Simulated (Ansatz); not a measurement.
**Ru: one crystal by all-electron and frozen-core methods**

Aim: solve Ru at one geometry with full-potential LAPW, frozen-core PAW and datasets made for this crystal, and see where they agree.

Method: DFT PBE, scalar-relativistic, in Ansatz 0.2.0.

## (1) The system as given

The structure is hexagonal, space group P6_3/mmc (No. 194). Conventional cell: a = 2.706 Å, b = 2.706 Å, c = 4.282 Å, α = 90.00°, β = 90.00°, γ = 120.00°. Ru (site symmetry -6m2) is surrounded by 12 Ru at 2.65 to 2.71 Å.

As a file:

```
Ru
1.0
     2.70580    0.00000    0.00000
    -1.35290    2.34329    0.00000
     0.00000    0.00000    4.28190
Ru
2
Direct
  0.33333 0.66667 0.25000
  0.66667 0.33333 0.75000
```

The structure is an experimental refinement, used without relaxation.

Atoms are numbered in the order of the input: Ru1, Ru2.

## (2) Full-potential LAPW

The input, input.yaml:

```yaml
crystal:
  lattice:
    - [2.7057993342, 0.0, 0.0]
    - [-1.3528996671, 2.343290961, 0.0]
    - [0.0, 0.0, 4.2819]
  atoms:
    - { symbol: Ru, position: [0.3333333333, 0.6666666667, 0.25] }
    - { symbol: Ru, position: [0.6666666667, 0.3333333333, 0.75] }
kpoints:
  mp_grid: { grid: [14, 14, 8] }
  band_path:
    path:
      - [0.0, 0.0, 0.0]
      - [0.5, 0.0, 0.0]
      - [0.3333333333, 0.3333333333, 0.0]
      - [0.0, 0.0, 0.0]
      - [0.0, 0.0, 0.5]
      - [0.5, 0.0, 0.5]
      - [0.3333333333, 0.3333333333, 0.5]
      - [0.0, 0.0, 0.5]
      - [0.5, 0.0, 0.5]
    npoints: 8
scf:
  occupations: { method: fermi_dirac, width: 0.03 }
hamiltonian:
  xc: pbe
  pseudopotentials: { kind: all_electron, lapw: { basis_error: 0.0005 } }
output:
  forces: true
  stress: true
  eigenvalues: true
  populations: true
  dos: { projected: true, de: 0.2, e_range: [-14, 8] }
```

The log of the run:

```text
Ru: projections on atomic orbitals take those of the free atom 1s2 2s2 2p6 3s2 3p6 3d10 4s2 4p6 4d7 5s1, of charge +0.00 (hamiltonian.pseudopotentials.projection_atoms)
LAPW: plane waves up to 8.893 Å⁻¹, error target 5.0e-4 eV per atom; small_component_spin mean_spin; Ru in spheres of 1.325 Å, 32 of its electrons in bands, Dirac shells []
Engine: ansatz 0.2.0
Pseudopotentials: kind: all_electron
Pseudopotential: Ru, LAPW, valence charge 32, Koelling and Harmon's equation, gaussian nucleus
Functional definition: PBE
  parameter kappa = 0.804
  parameter beta = 0.06672455060314922
  exchange = pbe_x(kappa = kappa, mu = beta*pi^2/3)
  correlation = pbe_c(beta = beta)
Crystal: 2 atoms, lattice volume = 27.149 Å³
Basis set: ecut = 301.34395998949014 eV, 313 PW (Γ), exchange–correlation at level 2
Bands: 39, of which v1, the nominal top of the filled ones, is band 32 counted from 1 (31 counted from 0)
Symmetry: 24 space group operations
Space group: P63/mmc (ITA 194), of the structure as read, at distance tolerance 3.0e-5 Å
k-points: 120 of 1568
Non-local potential: Ru, projectors of the file, none
Initial density: superposition of atomic densities (chi_scale 0.1, normalization cell)
Initial wavefunctions: plane waves of lowest kinetic energy (no species holds an atomic orbital)
Functional: x = pbe(κ = 0.804, μ = 0.2195149727645171), c = pbe(β = 0.06672455060314922)
iter 1 solved again at ethr=5.04e-4 eV; its pass at ethr=1.00e-1 eV (dr2=3.22e-1 eV) is discarded
SCF iter   1: F=—  HF=-246591.568036 eV  |F-HF|=—  |Δ(HF+E_count)|=         —  Δρ=4.92e-2  dr2=3.23e-1  ethr=5.04e-4  ⟨swp⟩=2.5  Hψ=28792  notcnv=0
preconditioner: auto → Kerker (q_TF=auto, 3.147 Å⁻¹)  [metal: Δε(μ)=0.026 eV  Ē_g=10.471 eV  σ=0.030 eV  W_gap=0.21  n_scr=22 (ndim 8)  ℏωp=28.5 eV  f_vac=0.000  D(μ)=2.26/eV (n_scr^D=22)]
iter 2 solved again at ethr=4.21e-5 eV; its pass at ethr=5.04e-4 eV (dr2=2.69e-2 eV) is discarded
SCF iter   2: F=—  HF=-246590.402605 eV  |F-HF|=—  |Δ(HF+E_count)|=    1.17e0  Δρ=1.20e-2  dr2=2.69e-2  ethr=4.21e-5  ⟨swp⟩=2.0  Hψ=24334  notcnv=0
SCF iter   3: F=—  HF=-246590.365154 eV  |F-HF|=—  |Δ(HF+E_count)|=   3.75e-2  Δρ=1.11e-2  dr2=2.36e-2  ethr=4.21e-5  ⟨swp⟩=2.0  Hψ=14034  notcnv=0
SCF iter   4: F=—  HF=-246590.361506 eV  |F-HF|=—  |Δ(HF+E_count)|=   3.65e-3  Δρ=5.07e-3  dr2=6.03e-3  ethr=3.69e-5  ⟨swp⟩=2.0  Hψ=12211  notcnv=0
SCF iter   5: F=—  HF=-246590.361511 eV  |F-HF|=—  |Δ(HF+E_count)|=   4.23e-6  Δρ=1.38e-3  dr2=5.21e-4  ethr=9.43e-6  ⟨swp⟩=2.0  Hψ=13576  notcnv=0
SCF iter   6: F=—  HF=-246590.361538 eV  |F-HF|=—  |Δ(HF+E_count)|=   2.73e-5  Δρ=2.40e-4  dr2=1.34e-5  ethr=8.14e-7  ⟨swp⟩=2.0  Hψ=13593  notcnv=0
SCF iter   7: F=—  HF=-246590.361535 eV  |F-HF|=—  |Δ(HF+E_count)|=   2.79e-6  Δρ=4.53e-5  dr2=5.47e-7  ethr=2.10e-8  ⟨swp⟩=2.0  Hψ=13593  notcnv=0
SCF iter   8: F=-246590.361535 eV  HF=-246590.361535 eV  |F-HF|=5.33e-8  |Δ(HF+E_count)|=   2.10e-7  Δρ=1.41e-5  dr2=5.75e-8  ethr=8.55e-10  ⟨swp⟩=2.0  Hψ=13593  notcnv=0
SCF 1 converged in 8 iterations: F = -246590.361535 eV  dr2 = 5.75e-8
NSCF: frozen V_eff on 65 k-points
SCF converged after 8 iterations
Free energy (F): -246590.361535 eV
Harris-Foulkes:  -246590.361535 eV  (|F-HF|=5.33e-8)
Internal energy: -246590.354819 eV  (E = F + TS)
E sigma→0 (E₀):  -246590.358177 eV
Entropy (-TS):   -0.006716 eV (-3.358 meV/atom)
Fermi energy:    25.754945 eV
--- Per-component energies (eV) ---
  E_band       = -9930.083529
  E_kinetic    = 256425.853421
  E_xc         = -7283.172968
  E_electrostatic = -495733.035273  (all electrons and nuclei)
  E_smearing   = -0.006716  (= −TS)
  E_closure    = 0.000000  (closes the sum)
  E_atoms      = -246571.887780  (free atoms, spherical and without spin; not in F)
  Σ components = -246590.361535   (vs F -246590.361535, Δ=0.00e0)
  Basis errors (estimates in eV, not in F): energy 1.1e-4 per atom: plane waves 9.8e-5 (5.0e-5 summed), levels above the bands 4.9e-173, relativity 4.2e-8, radial functions 1.0e-5, core shells 4.7e-8; eigenvalues (radial functions only) 4.0e-7; not estimated: angular momenta, meshes, grids; target (lapw.basis_error) 5.0e-4; muffin-tin radii Ru 1.325 Å
--- Forces (eV/Å), atoms counted from 1 ---
  atom   1  Ru    -0.00000000     0.00000000     0.00000000
  atom   2  Ru     0.00000000    -0.00000000     0.00000000
  max |Σ_I F_I| component: 1.39e-17 eV/Å
--- Stress (GPa, compression-positive) ---
        5.050340       0.000000       0.000000
        0.000000       5.050340       0.000000
        0.000000       0.000000       3.369566
  P = ⅓ Tr σ = 4.4901 GPa (44.901 kbar)
--- Band table (eV; the first three rows and the last of 120) ---
  k-point 0: bands = ["-417.9693", "-417.9693", "-417.9546", "-417.9546", "-417.9546", "-417.9546", "-244.0294", "-244.0294", "-244.0207", "-244.0207", "-244.0206", "-244.0206", "-244.0131", "-244.0131", "-244.0131", "-244.0131", "-47.3647", "-47.1599", "-17.8562", "-16.9151", "-16.9151", "-16.7445", "-16.7445", "-16.7084", "17.7819", "19.5643", "23.1741", "23.1741", "23.3457", "23.8560", "23.8560", "24.3773", "24.3773", "26.9524", "26.9524", "27.0534", "36.0781", "40.5681", "43.0261"]
  k-point 1: bands = ["-417.9693", "-417.9693", "-417.9546", "-417.9546", "-417.9546", "-417.9546", "-244.0294", "-244.0294", "-244.0207", "-244.0207", "-244.0206", "-244.0206", "-244.0131", "-244.0131", "-244.0131", "-244.0131", "-47.3571", "-47.1678", "-17.8144", "-16.9087", "-16.9087", "-16.7542", "-16.7511", "-16.7511", "17.9567", "19.6221", "23.0745", "23.0745", "23.2592", "23.7537", "23.7537", "24.6143", "24.6143", "26.4805", "26.9612", "26.9612", "36.8304", "40.2299", "43.1993"]
  k-point 2: bands = ["-417.9693", "-417.9693", "-417.9546", "-417.9546", "-417.9546", "-417.9546", "-244.0294", "-244.0294", "-244.0207", "-244.0207", "-244.0206", "-244.0206", "-244.0131", "-244.0131", "-244.0131", "-244.0131", "-47.3351", "-47.1903", "-17.6948", "-16.8903", "-16.8903", "-16.8837", "-16.7697", "-16.7697", "18.4480", "19.7649", "22.9370", "22.9370", "23.0469", "23.5056", "23.5056", "25.1423", "25.1423", "25.2091", "26.9216", "26.9216", "38.6199", "39.8365", "42.2421"]
  k-point 119: bands = ["-417.9693", "-417.9693", "-417.9546", "-417.9546", "-417.9546", "-417.9546", "-244.0294", "-244.0294", "-244.0207", "-244.0207", "-244.0207", "-244.0207", "-244.0131", "-244.0131", "-244.0131", "-244.0131", "-47.1444", "-47.1444", "-17.6213", "-17.6213", "-17.3291", "-17.3291", "-16.9054", "-16.9054", "20.9432", "20.9432", "21.7476", "21.7476", "23.0443", "23.0443", "24.6342", "24.6342", "27.0321", "27.0321", "33.7486", "33.7486", "36.6194", "36.6194", "37.5648"]
--- Löwdin populations: 2 sites ---
  site symbol       q [e]
     0     Ru     43.9138
     1     Ru     43.9138
  spilling = 0.001960 (of n_electrons = 88.000000)
```

Run time: 34 s. Hardware: 1 thread, shared host.

Read from it: pressure 4.49 GPa; no gap.

At the corners of the path (eV, zero at the Fermi level):

```tsv
point	band 29	band 30	band 31	band 32	band 33	band 34	band 35
Γ	-2.41	-1.90	-1.90	-1.38	-1.38	1.20	1.20
M	-2.06	-1.78	-1.51	1.45	1.86	1.93	4.08
K	-2.83	-2.83	-1.06	1.02	1.02	1.46	7.03
Γ	-2.41	-1.90	-1.90	-1.38	-1.38	1.20	1.20
A	-2.75	-2.75	-2.70	-2.70	0.56	0.56	0.56
L	-1.05	-1.05	0.46	0.46	1.70	1.70	3.41
H	-2.70	-2.70	-1.17	-1.17	1.24	1.24	8.46
A	-2.75	-2.75	-2.70	-2.70	0.56	0.56	0.56
L	-1.05	-1.05	0.46	0.46	1.70	1.70	3.41
```

States per cell, counted by energy window (eV from the Fermi level, on a grid of 0.20 eV):

```tsv
from	to	total	Ru 4d	Ru 5s
-9	-8	0.00	0.00	0.00
-8	-7	0.06	0.00	0.05
-7	-6	0.28	0.08	0.18
-6	-5	2.78	2.28	0.46
-5	-4	2.39	2.15	0.21
-4	-3	2.26	2.09	0.13
-3	-2	3.27	3.08	0.14
-2	-1	2.94	2.71	0.16
-1	0	1.80	1.65	0.10
0	1	1.79	1.70	0.06
1	2	3.33	3.21	0.10
2	3	0.56	0.34	0.17
3	4	0.53	0.21	0.22
4	5	0.47	0.13	0.21
```

## (3) Frozen-core PAW

input.yaml: that of step 2 with these lines changed.

```diff
@@ -26,3 +26,3 @@
   xc: pbe
-  pseudopotentials: { kind: all_electron, lapw: { basis_error: 0.0005 } }
+  pseudopotentials: { kind: paw }
 output:
@@ -31,3 +31,5 @@
   eigenvalues: true
+  efg: { contact_densities: true }
   populations: true
+  bader: true
   dos: { projected: true, de: 0.2, e_range: [-14, 8] }
```

The log of the run:

```text
Ru: output.efg is read without spin–orbit coupling, which moves field gradients at and beside such atoms by some per cent and up to a factor of two; PAW files take it under magnetization.noncollinear and magnetization.spin_orbit
[... 1 set-up line as earlier in the session ...]
Pseudopotentials: kind: paw
Pseudopotential: Ru, paw, valence charge 16, recommended cutoff 420 eV (normal)
[... 5 set-up lines as earlier in the session ...]
Crystal: 2 atoms, lattice volume = 27.149 Å³
Basis set: ecut = 420 eV, 537 PW (Γ), exchange–correlation on 40×40×60 points (8 copies of the dense FFT grid, shifted against one another)
Bands: 20, of which v1, the nominal top of the filled ones, is band 16 counted from 1 (15 counted from 0)
[... 2 set-up lines as earlier in the session ...]
k-points: 120 of 1568
Non-local potential: Ru, projectors of the file, l = 0: 3, l = 1: 2, l = 2: 2, l = 3: 1
PAW form: soft (Blöchl's): semilocal exchange-correlation on the pseudo side does not see the compensation charge
PAW one-centre angular grid: Ru, 590 points (default); XC on 64 Gauss nodes
Initial density: superposition of atomic densities (neutral atoms: chi_scale 0, normalization atom), corrected by the library's trained network
Initial wavefunctions: pseudopotential atomic-orbital guess
[... 1 set-up line as earlier in the session ...]
SCF iter   1: F=—  HF=-11757.365164 eV  |F-HF|=—  |Δ(HF+E_count)|=         —  Δρ=6.46e-3  dr2=2.29e-3  ethr=1.77e-3  ⟨swp⟩=5.3  Hψ=9529  notcnv=0
preconditioner: auto → none  [metal: Δε(μ)=0.010 eV  Ē_g=5.836 eV  σ=0.030 eV  W_gap=0.08  n_scr=8 (ndim 8)  ℏωp=28.5 eV  f_vac=0.000  D(μ)=2.31/eV (n_scr^D=22)  sad-step TF]
SCF iter   2: F=—  HF=-11757.367714 eV  |F-HF|=—  |Δ(HF+E_count)|=   2.55e-3  Δρ=3.83e-3  dr2=8.35e-4  ethr=7.15e-6  ⟨swp⟩=2.0  Hψ=5297  notcnv=0  defer=1
SCF iter   3: F=—  HF=-11757.368803 eV  |F-HF|=—  |Δ(HF+E_count)|=   1.09e-3  Δρ=2.68e-4  dr2=3.47e-6  ethr=2.61e-6  ⟨swp⟩=2.0  Hψ=3279  notcnv=0  defer=1
SCF iter   4: F=—  HF=-11757.368771 eV  |F-HF|=—  |Δ(HF+E_count)|=   3.25e-5  Δρ=1.11e-4  dr2=6.59e-7  ethr=1.08e-8  ⟨swp⟩=2.0  Hψ=4327  notcnv=0  defer=1
SCF iter   5: F=—  HF=-11757.368771 eV  |F-HF|=—  |Δ(HF+E_count)|=   9.11e-7  Δρ=2.68e-5  dr2=1.08e-7  ethr=2.06e-9  ⟨swp⟩=2.0  Hψ=4316  notcnv=0  defer=1
SCF iter   6: F=-11757.368771 eV  HF=-11757.368771 eV  |F-HF|=3.62e-10  |Δ(HF+E_count)|=   2.17e-8  Δρ=3.89e-6  dr2=2.11e-9  ethr=3.13e-10  ⟨swp⟩=4.3  Hψ=7837  notcnv=0
SCF 1 converged in 6 iterations: F = -11757.368771 eV  dr2 = 2.11e-9
NSCF: frozen V_eff on 65 k-points
SCF converged after 6 iterations
Free energy (F): -11757.368771 eV
Harris-Foulkes:  -11757.368771 eV  (|F-HF|=3.62e-10)
Internal energy: -11757.362069 eV  (E = F + TS)
E sigma→0 (E₀):  -11757.365420 eV
Entropy (-TS):   -0.006702 eV (-3.351 meV/atom)
Fermi energy:    23.513074 eV
--- Per-component energies (eV) ---
  E_band       = -105.961242
  E_kinetic    = 1028.859935
  E_local      = -2515.079482  (includes V_loc(G=0)·N_el)
  E_nonlocal   = 685.892064
  E_hartree    = 808.239352
  E_xc         = -381.450095
  E_vxc        = -478.939983  (∫ρ·V_xc dr)
  E_paw        = -6921.367443  (= ΣΔE_a)
  E_vpaw       = -443.169697  (= ΣTr[D̂ρ^β])
  E_aug_tail   = -0.000389  (compensation charges beyond the density's cutoff)
  E_ewald      = -4462.456013
  E_smearing   = -0.006702  (= −TS)
  E_closure    = 0.000000  (closes the sum)
  Σ components = -11757.368771   (vs F -11757.368771, Δ=0.00e0)
--- Forces (eV/Å), atoms counted from 1 ---
  atom   1  Ru     0.00000000     0.00000000     0.00000000
  atom   2  Ru     0.00000000    -0.00000000     0.00000000
  max |Σ_I F_I| component: 0.00e0 eV/Å
--- Stress (GPa, compression-positive) ---
        5.108675       0.000000       0.000000
        0.000000       5.108675       0.000000
        0.000000       0.000000       3.454375
  P = ⅓ Tr σ = 4.5572 GPa (45.572 kbar)
--- PAW observables at the nuclei: V_zz in 10²¹ V/m², potentials from the cell's mean, atoms counted from 1 ---
  atom   1  Ru V_zz =    -0.902929   η = 0.0000   by run symmetry: allowed
            electrostatic potential = -6805.492460 V   contact ρ = 719498.578395 e/Å³
  atom   2  Ru V_zz =    -0.902929   η = 0.0000   by run symmetry: allowed
            electrostatic potential = -6805.492460 V   contact ρ = 719498.578395 e/Å³
--- Band table (eV; the first three rows and the last of 120) ---
  k-point 0: bands = ["-49.6088", "-49.4034", "-20.1015", "-19.1600", "-19.1600", "-18.9894", "-18.9894", "-18.9541", "15.5418", "17.3227", "20.9313", "20.9313", "21.1026", "21.6133", "21.6133", "22.1345", "22.1345", "24.7103", "24.7103", "24.8168"]
  k-point 1: bands = ["-49.6011", "-49.4114", "-20.0598", "-19.1536", "-19.1536", "-19.0000", "-18.9960", "-18.9960", "15.7165", "17.3806", "20.8315", "20.8315", "21.0162", "21.5109", "21.5109", "22.3716", "22.3716", "24.2432", "24.7189", "24.7189"]
  k-point 2: bands = ["-49.5791", "-49.4339", "-19.9401", "-19.1352", "-19.1352", "-19.1294", "-19.0146", "-19.0146", "16.2079", "17.5235", "20.6938", "20.6938", "20.8042", "21.2628", "21.2628", "22.8996", "22.8996", "22.9707", "24.6787", "24.6787"]
  k-point 119: bands = ["-49.3878", "-49.3878", "-19.8663", "-19.8663", "-19.5739", "-19.5739", "-19.1507", "-19.1507", "18.7020", "18.7020", "19.5066", "19.5066", "20.8035", "20.8035", "22.3927", "22.3927", "24.7899", "24.7899", "31.5111", "31.5111"]
--- Löwdin populations: 2 sites ---
  site symbol       q [e]
     0     Ru     15.9102
     1     Ru     15.9102
  spilling = 0.005612 (of n_electrons = 32.000000)
--- Bader charges: 2 sites ---
  site symbol  charge [e]  shift [e]
     0     Ru      0.0000     0.0000
     1     Ru      0.0000     0.0000
  estimated error of the sums over rays = 8.5e-5 e
```

It took 14 s on 1 thread, shared host.

This run gives: pressure 4.56 GPa; no gap; Vzz Ru1 -0.90 (η = 0.00) (10²¹ V/m²).

```tsv
atom	Bader charge (e)	basin volume (Å³)
Ru1	+0.00	13.57
```

## (4) Datasets made for this crystal

input.yaml: that of step 3 with these lines changed.

```diff
@@ -26,3 +26,3 @@
   xc: pbe
-  pseudopotentials: { kind: paw }
+  pseudopotentials: { kind: all_electron, datasets: crystal }
 output:
@@ -32,4 +32 @@
   efg: { contact_densities: true }
-  populations: true
-  bader: true
-  dos: { projected: true, de: 0.2, e_range: [-14, 8] }
```

The log of the run (excerpt; [...] marks lines left out):

```text
[...]
band count auto-derived: 13 (N_el = 16.0; filled up to band 8; 12 by the electrons, moments and atoms)
Ru: output.efg is read without spin–orbit coupling, which moves field gradients at and beside such atoms by some per cent and up to a factor of two; PAW files take it under magnetization.noncollinear and magnetization.spin_orbit
[...]
[... 1 set-up line as earlier in the session ...]
Pseudopotential: Ru, paw, valence charge 16, recommended cutoff 320 eV (normal), Koelling and Harmon's equation, gaussian nucleus
[... 1 set-up line as earlier in the session ...]
[...]
Crystal: 2 atoms, lattice volume = 27.149 Å³
Basis set: ecut = 320 eV, 325 PW (Γ), exchange–correlation on 32×32×50 points (8 copies of the dense FFT grid, shifted against one another)
Bands: 13, of which v1, the nominal top of the filled ones, is band 8 counted from 1 (7 counted from 0)
[... 1 set-up line as earlier in the session ...]
[...]
  atom   1  Ru     0.00000000     0.00000000     0.00000000
  atom   2  Ru    -0.00000000    -0.00000000     0.00000000
[...]
--- Stress (GPa, compression-positive) ---
        5.050485      -0.000000       0.000000
       -0.000000       5.050485       0.000000
        0.000000       0.000000       3.370048
  P = ⅓ Tr σ = 4.4903 GPa (44.903 kbar)
  It holds what live shells' own plane waves past their cutoff add
--- PAW observables at the nuclei: V_zz in 10²¹ V/m², potentials from the cell's mean, atoms counted from 1 ---
  atom   1  Ru V_zz =    -1.016614   η = 0.0000   by run symmetry: allowed
            electrostatic potential = -6805.665750 V   contact ρ = 719533.779015 e/Å³
  atom   2  Ru V_zz =    -1.016614   η = 0.0000   by run symmetry: allowed
            electrostatic potential = -6805.665750 V   contact ρ = 719533.779015 e/Å³
--- Band table (eV; the first three rows and the last of 120) ---
  k-point 0: bands = ["17.7818", "19.5643", "23.1741", "23.1741", "23.3458", "23.8560", "23.8560", "24.3774", "24.3774", "26.9525", "26.9525"]
[...]
```

It took 15 s on 1 thread, shared host.

Read from it: pressure 4.49 GPa; no gap; Vzz Ru1 -1.02 (η = 0.00) (10²¹ V/m²).

```tsv
atom	contact density (e/Å³)
Ru1	719533.8
```

## (5) Side by side

```
          method  pressure (GPa)  Vzz Ru1 (10²¹ V/m²)  SCF cycles, all passes
            LAPW            4.49                    –                       8
             PAW            4.56                -0.90                       6
crystal datasets            4.49                -1.02                       8
```

## (6) What came out

```
           quantity                                           value
           pressure  LAPW 4.49, PAW 4.56, crystal datasets 4.49 GPa
         gap (LAPW)                                            none
Bader charges (PAW)                                     Ru1 +0.00 e
```

What this shows: At this geometry the cell is under compression of 4.5 GPa, so it would expand if let go. There is no gap at this level; the crystal is a metal here. Ru 4d carries the largest share, 96 %, of the projected states within 0.3 eV of the Fermi level. The projection holds only the free atom's occupied shells (Ru 5s, Ru 4d in this range). The field gradient at Ru1, the largest by crystal datasets, is -0.90 by PAW and -1.02 by crystal datasets (10²¹ V/m²); frozen cores can miss part of the core's response. No spin–orbit coupling: at heavy atoms the gradients can be off by tens of per cent for that reason. PAW lies +0.07 GPa from LAPW in pressure. The price, with the outputs that each input asks for: 34 s for LAPW against 14 s for PAW, about 2.5 to one.
